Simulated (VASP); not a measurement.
# MoS2 (R-3m) in VASP: a series of runs

One crystal, MoS2, is run at these levels: PBE; tasks: single point.

Program: VASP 6.6.1. These are calculated values, not measurements. Logs are shortened: lines on timing, memory, paths and dates and some standing lists are left out, and cuts for length are marked.

## 1. Starting point

Symmetry: R-3m, No. 166, trigonal system. The conventional cell has a = 3.171 Å, b = 3.171 Å, c = 18.345 Å, α = 90.00°, β = 90.00°, γ = 120.00°. Mo (site symmetry -3m) is surrounded by 6 S at 2.39 Å. S (site symmetry 3m) has 3 Mo at 2.39 Å as nearest neighbours.

Measurements of this composition are mostly on another form, of space group No. 194.

## 2. Single point, PBE, spin-orbit coupling, no magnetisation

INCAR reads:

```
SYSTEM = MoS2
PREC = Accurate
ENCUT = 400
EDIFF = 1E-7
ISMEAR = 0
SIGMA = 0.02
LREAL = .FALSE.
LASPH = .TRUE.
NELM = 100
ALGO = Normal
ISIF = 2
LWAVE = .FALSE.
LCHARG = .FALSE.
LNONCOLLINEAR = .TRUE.
MAGMOM = 0 0 0 0 0 0 0 0 0
LORBIT = 11
LSORBIT = .TRUE.
GGA_COMPAT = .FALSE.
LMAXMIX = 4
GGA = PE
NBANDS = 42
```

KPOINTS reads:

```
Automatic mesh
0
G
  3 3 3
  0 0 0
```

POSCAR reads:

```
MoS2
1.0
    1.5855000000      0.9153888518      6.1149966667
   -1.5855000000      0.9153888518      6.1149966667
    0.0000000000     -1.8307777036      6.1149966667
Mo S
1 2
Direct
    0.0000000000      0.0000000000      0.0000000000
    0.2500000000      0.2500000000      0.2500000000
    0.7500000000      0.7500000000      0.7500000000
```

Potentials or basis: VASP PAW PBE potentials, release 64 (Mo_sv, S).

The run is started by

```console
$ cat potpaw_PBE.64/Mo_sv/POTCAR potpaw_PBE.64/S/POTCAR > POTCAR
$ mpirun -np 1 vasp_ncl > vasp.out
```

OUTCAR:

```text
SYSTEM = MoS2
   PREC = Accurate
   ENCUT = 400
   EDIFF = 1E-7
   ISMEAR = 0
   LREAL = .FALSE.
   LASPH = .TRUE.
   NELM = 100
   ISIF = 2
   LNONCOLLINEAR = .TRUE.
   LORBIT = 11
   LSORBIT = .TRUE.
   GGA = PE

 Found      6 irreducible k-points:

 Following reciprocal coordinates:
            Coordinates               Weight
  0.000000  0.000000  0.000000      1.000000
  0.333333 -0.000000  0.000000      6.000000
  0.333333  0.333333  0.000000      6.000000
 -0.333333  0.333333  0.000000      6.000000
  0.333333  0.333333  0.333333      2.000000
 -0.333333  0.333333  0.333333      6.000000
   k-points           NKPTS =      6   k-points in BZ     NKDIM =      6   number of bands    NBANDS=     42
   number of dos      NEDOS =    301   number of ions     NIONS =      3
   total plane-waves  NPLWV =  74088
   dimension x,y,z NGX =    42 NGY =   42 NGZ =   42
   dimension x,y,z NGXF=    84 NGYF=   84 NGZF=   84
   ions per type =               1   2
   NGX,Y,Z   is equivalent  to a cutoff of  10.94, 10.94, 10.94 a.u.
   NGXF,Y,Z  is equivalent  to a cutoff of  21.88, 21.88, 21.88 a.u.
 SYSTEM =  MoS2
   PREC   = accura    normal or accurate (medium, high low for compatibility)
   ISTART =      0    job   : 0-new  1-cont  2-samecut
   ICHARG =      2    charge: 1-file 2-atom 10-const
   ISPIN  =      1    spin polarized calculation?
   LNONCOLLINEAR =      T non collinear calculations
   LSORBIT =      T    spin-orbit coupling
   LASPH  =      T    aspherical Exc in radial PAW
   ENCUT  =  400.0 eV  29.40 Ry    5.42 a.u.  10.41 10.41 10.41*2*pi/ulx,y,z
   NELM   =    100;   NELMIN=  2; NELMDL= -5     # of ELM steps
   EDIFF  = 0.1E-06   stopping-criterion for ELM
   LREAL  =      F    real-space projection
[... 7 lines left out ...]
   TEBEG  =    0.0;   TEEND  =   0.0 temperature during run
   PSTRESS=    0.0 pullay stress
   NELECT =      26.0000    total number of electrons
   NUPDOWN=      -1.0000    fix difference up-down
   EMIN   =  10.00;   EMAX   =-10.00  energy-range for DOS
   EFERMI =   0.00;   METHOD = LEGACY
   ISMEAR =     0;   SIGMA  =   0.02  broadening in eV -4-tet -1-fermi 0-gaus
   EFERMI_NEDOS =   21; number of points for ismear=-14 and -15
   IALGO  =     38    algorithm
   IMIX   =      4    mixing-type and parameters
     AMIX     =   0.40;   BMIX     =  1.00
     AMIX_MAG =   1.60;   BMIX_MAG =  1.00
  volume/ion in A,a.u.               =      17.75       119.78
  Fermi-wavevector in a.u.,A,eV,Ry     =   1.289118  2.436081 22.610522  1.661826
  Thomas-Fermi vector in A             =   2.421031
   LORBIT       =     11    0 simple, 1 ext, 2 COOP (PROOUT), +10 PAW based schemes
   GGA     = PE    functional components
   LHFCALC =     F    Hartree Fock is set to
   AEXX    =    0.0000 exact exchange contribution
   IVDW    =     0    specifies the selected vdW correction
   LEPSILON=     F    determine dielectric tensor
   LRPA    =     F    only Hartree local field effects (RPA)
 Gauss-broadening in eV      SIGMA  =   0.02
  energy-cutoff  :      400.00
  volume of cell :       53.25
 maximum number of plane-waves:      1954
 NGX is ok and might be reduce to    42
   NGX = 21   NGY = 21   NGZ = 21

 number of electron      25.9999995 magnetization      -0.0000000     -0.0000000     -0.0000000

 number of electron      25.9999995 magnetization      -0.0000000      0.0000000     -0.0000000

 number of electron      25.9999995 magnetization       0.0000000      0.0000000      0.0000000

 number of electron      25.9999995 magnetization      -0.0000000      0.0000000      0.0000000

 Free energy of the ion-electron system (eV)
  ---------------------------------------------------
  ext. energy  EPLUGINS =         0.00000000
  ---------------------------------------------------
  free energy    TOTEN  =       -21.15945200 eV

  energy without entropy =      -21.15945200  energy(sigma->0) =      -21.15945200

 E-fermi :   7.8695     XC(G=0): -10.8084

 val. band max:        7.6612076171   @ k =   0.0000   0.0000   0.0000
 cond. band min:       8.1652221545   @ k =  -0.3333   0.3333   0.0000
 fundamental gap:      0.5040145373
 Fermi energy:         7.8694579929

 k-point     1 :       0.0000    0.0000    0.0000
  band No.  band energies     occupation
      1     -54.0804      1.00000
      2     -54.0804      1.00000
      3     -29.7328      1.00000
      4     -29.7328      1.00000
      5     -27.3387      1.00000
      6     -27.3387      1.00000
[... 30 lines left out ...]
     37      14.5842      0.00000
     38      14.5842      0.00000

 k-point     2 :       0.3333   -0.0000    0.0000
  band No.  band energies     occupation
      1     -54.0502      1.00000
      2     -54.0502      1.00000
      3     -29.8250      1.00000
      4     -29.8250      1.00000
      5     -27.4964      1.00000
      6     -27.4964      1.00000
[... 30 lines left out ...]
     37      15.3003      0.00000
     38      15.3003      0.00000

 k-point     3 :       0.3333    0.3333    0.0000
  band No.  band energies     occupation
      1     -54.0502      1.00000
      2     -54.0502      1.00000
      3     -29.8251      1.00000
      4     -29.8251      1.00000
      5     -27.4965      1.00000
      6     -27.4965      1.00000
[... 30 lines left out ...]
     37      14.6986      0.00000
     38      14.6986      0.00000

 k-point     4 :      -0.3333    0.3333    0.0000
  band No.  band energies     occupation
      1     -54.0351      1.00000
      2     -54.0351      1.00000
      3     -29.8689      1.00000
      4     -29.8689      1.00000
      5     -27.5637      1.00000
      6     -27.5637      1.00000
[... 30 lines left out ...]
     37      16.1363      0.00000
     38      16.1363      0.00000

 k-point     5 :       0.3333    0.3333    0.3333
  band No.  band energies     occupation
      1     -54.0804      1.00000
      2     -54.0804      1.00000
      3     -29.7326      1.00000
      4     -29.7326      1.00000
      5     -27.3384      1.00000
      6     -27.3384      1.00000
[... 30 lines left out ...]
     37      15.5893      0.00000
     38      15.5893      0.00000

 k-point     6 :      -0.3333    0.3333    0.3333
  band No.  band energies     occupation
      1     -54.0502      1.00000
      2     -54.0502      1.00000
      3     -29.8248      1.00000
      4     -29.8248      1.00000
      5     -27.4963      1.00000
      6     -27.4963      1.00000
[... 30 lines left out ...]
     37      14.7476      0.00000
     38      14.7476      0.00000
 [bands above 38 left out]

------------------------ aborting loop because EDIFF is reached ----------------------------------------

  FORCE on cell =-STRESS in cart. coord.  units (eV):
  Direction    XX          YY          ZZ          XY          YZ          ZX
  --------------------------------------------------------------------------------------
  -------------------------------------------------------------------------------------
  Total        2.9029004      2.9029004      2.3211109      0.0000000     -0.0000000      0.0000000
  in kB       87.3420505     87.3420505     69.8372490      0.0000000     -0.0000000      0.0000000
  external PRESSURE =      81.5071166 kB  Pullay stress =       0.0000000 kB

 VOLUME and BASIS-vectors are now :
 -----------------------------------------------------------------------------
  energy-cutoff  :      400.00
  volume of cell :       53.25
      direct lattice vectors                 reciprocal lattice vectors
     1.585500000  0.915388852  6.114996667     0.315357931  0.182071986  0.054510796
    -1.585500000  0.915388852  6.114996667    -0.315357931  0.182071986  0.054510796
     0.000000000 -1.830777704  6.114996667     0.000000000 -0.364143973  0.054510796

 POSITION                                       TOTAL-FORCE (eV/Angst)
 -----------------------------------------------------------------------------------
      0.00000      0.00000      0.00000        -0.000000      0.000000      0.000000
      0.00000      0.00000      4.58625         0.000000      0.000000     -0.405405
      0.00000      0.00000     13.75874         0.000000     -0.000000      0.405405
 -----------------------------------------------------------------------------------
    total drift:                                0.000000      0.000000     -0.000000

  FREE ENERGIE OF THE ION-ELECTRON SYSTEM (eV)
  ---------------------------------------------------
  free  energy   TOTEN  =       -21.1594519963 eV

  energy  without entropy=      -21.1594519963  energy(sigma->0) =      -21.15945200

 Spin-Orbit-Coupling matrix elements

 Ion:    1  E_soc:     -0.1905694
 l=   1
     0.0000000    -0.0293247    -0.0293120
    -0.0293247     0.0000000    -0.0293247
    -0.0293120    -0.0293247     0.0000000
 l=   2
     0.0000000    -0.0004976     0.0000000    -0.0004976    -0.0020101
    -0.0004976     0.0000000    -0.0014438    -0.0004351    -0.0004976
     0.0000000    -0.0014438     0.0000000    -0.0014438     0.0000000
    -0.0004976    -0.0004351    -0.0014438     0.0000000    -0.0004976
    -0.0020101    -0.0004976     0.0000000    -0.0004976     0.0000000
 l=   3
     0.0000000     0.0000000     0.0000000     0.0000000     0.0000000     0.0000000     0.0000000
     0.0000000     0.0000000     0.0000000     0.0000000     0.0000000     0.0000000     0.0000000
     0.0000000     0.0000000     0.0000000     0.0000000     0.0000000     0.0000000     0.0000000
     0.0000000     0.0000000     0.0000000     0.0000000     0.0000000     0.0000000     0.0000000
     0.0000000     0.0000000     0.0000000     0.0000000     0.0000000     0.0000000     0.0000000
     0.0000000     0.0000000     0.0000000     0.0000000     0.0000000     0.0000000     0.0000000
     0.0000000     0.0000000     0.0000000     0.0000000     0.0000000     0.0000000     0.0000000

 Ion:    2  E_soc:     -0.0021970
 l=   1
     0.0000000    -0.0003833    -0.0003319
    -0.0003833     0.0000000    -0.0003833
    -0.0003319    -0.0003833     0.0000000
 l=   2
     0.0000000     0.0000000     0.0000000     0.0000000     0.0000000
     0.0000000     0.0000000     0.0000000     0.0000000     0.0000000
     0.0000000     0.0000000     0.0000000     0.0000000     0.0000000
     0.0000000     0.0000000     0.0000000     0.0000000     0.0000000
     0.0000000     0.0000000     0.0000000     0.0000000     0.0000000
 l=   3
     0.0000000     0.0000000     0.0000000     0.0000000     0.0000000     0.0000000     0.0000000
     0.0000000     0.0000000     0.0000000     0.0000000     0.0000000     0.0000000     0.0000000
     0.0000000     0.0000000     0.0000000     0.0000000     0.0000000     0.0000000     0.0000000
     0.0000000     0.0000000     0.0000000     0.0000000     0.0000000     0.0000000     0.0000000
     0.0000000     0.0000000     0.0000000     0.0000000     0.0000000     0.0000000     0.0000000
     0.0000000     0.0000000     0.0000000     0.0000000     0.0000000     0.0000000     0.0000000
     0.0000000     0.0000000     0.0000000     0.0000000     0.0000000     0.0000000     0.0000000

 Ion:    3  E_soc:     -0.0021970
 l=   1
     0.0000000    -0.0003833    -0.0003319
    -0.0003833     0.0000000    -0.0003833
    -0.0003319    -0.0003833     0.0000000
 l=   2
     0.0000000     0.0000000     0.0000000     0.0000000     0.0000000
     0.0000000     0.0000000     0.0000000     0.0000000     0.0000000
     0.0000000     0.0000000     0.0000000     0.0000000     0.0000000
     0.0000000     0.0000000     0.0000000     0.0000000     0.0000000
     0.0000000     0.0000000     0.0000000     0.0000000     0.0000000
 l=   3
     0.0000000     0.0000000     0.0000000     0.0000000     0.0000000     0.0000000     0.0000000
     0.0000000     0.0000000     0.0000000     0.0000000     0.0000000     0.0000000     0.0000000
     0.0000000     0.0000000     0.0000000     0.0000000     0.0000000     0.0000000     0.0000000
     0.0000000     0.0000000     0.0000000     0.0000000     0.0000000     0.0000000     0.0000000
     0.0000000     0.0000000     0.0000000     0.0000000     0.0000000     0.0000000     0.0000000
     0.0000000     0.0000000     0.0000000     0.0000000     0.0000000     0.0000000     0.0000000
     0.0000000     0.0000000     0.0000000     0.0000000     0.0000000     0.0000000     0.0000000

 total charge

# of ion       s       p       d       tot
------------------------------------------
    1        2.306   6.235   3.942  12.483
    2        1.364   2.362   0.000   3.726
    3        1.364   2.362   0.000   3.726
--------------------------------------------------
tot          5.034  10.960   3.942  19.936

 magnetization (x)

# of ion       s       p       d       tot
------------------------------------------
    1        0.000  -0.000   0.000  -0.000
    2       -0.000   0.000   0.000   0.000
    3       -0.000   0.000   0.000   0.000
--------------------------------------------------
tot         -0.000   0.000   0.000   0.000

 magnetization (y)

# of ion       s       p       d       tot
------------------------------------------
    1        0.000   0.000   0.000   0.000
    2        0.000   0.000   0.000   0.000
    3        0.000   0.000   0.000   0.000
--------------------------------------------------
tot          0.000   0.000   0.000   0.000

 magnetization (z)

# of ion       s       p       d       tot
------------------------------------------
    1        0.000   0.000   0.000   0.000
    2        0.000   0.000   0.000   0.000
    3        0.000   0.000   0.000   0.000
--------------------------------------------------
tot          0.000   0.000   0.000   0.000
```

Run time: 77 s. Hardware: 1 thread of Intel Xeon 6975P-C (Granite Rapids), shared host; peak memory 0.5 GiB.

These settings aren't checked as converged: the numbers below hold their error.

Results:

```
Free energy                                           : -21.1595 eV
Pressure                                              : 8.2 GPa
Largest force                                         : 0.405 eV/Å
Valence electrons inside the program's atomic spheres : Mo 12.48; S 3.73
```

Caveat: the k mesh is coarse (spacing up to 0.77 Å⁻¹), so the values aren't converged; the cell's inner coordinates are idealised or old, which leaves forces on the atoms.

## 3. Single point, PBE, spin-orbit coupling, no magnetisation

Changes to INCAR since step 2:

```diff
@@ -2,3 +2,3 @@
 PREC = Accurate
-ENCUT = 400
+ENCUT = 300
 EDIFF = 1E-7
```

KPOINTS reads:

```
Automatic mesh
0
G
  4 4 4
  0 0 0
```

POSCAR is that of step 2.

Potentials or basis: VASP PAW PBE potentials, release 64 (Mo_sv, S).

The run is started by

```console
$ cat potpaw_PBE.64/Mo_sv/POTCAR potpaw_PBE.64/S/POTCAR > POTCAR
$ mpirun -np 1 vasp_ncl > vasp.out
```

It took 71 s on 1 thread of Intel Xeon 6975P-C (Granite Rapids), shared host; peak memory 0.37 GiB.

The run converged, but some of its settings lie outside the range that counts as converged, so its numbers aren't taken as properties of the crystal.

Results:

```yaml
Free_energy: -20.8980 eV
Pressure: 8.3 GPa
Largest_force: 0.779 eV/Å
Valence_electrons_inside_the_program's_atomic_spheres: Mo 12.48; S 3.72
```

Caveat: the k mesh is coarse (spacing up to 0.58 Å⁻¹), so the values aren't converged; the cutoff is under 1.25 times the usual one of these potentials, so pressure, stress and relaxed cells hold a basis-set (Pulay) error; the cell's inner coordinates are idealised or old, which leaves forces on the atoms.

[end of part 1 of 2]
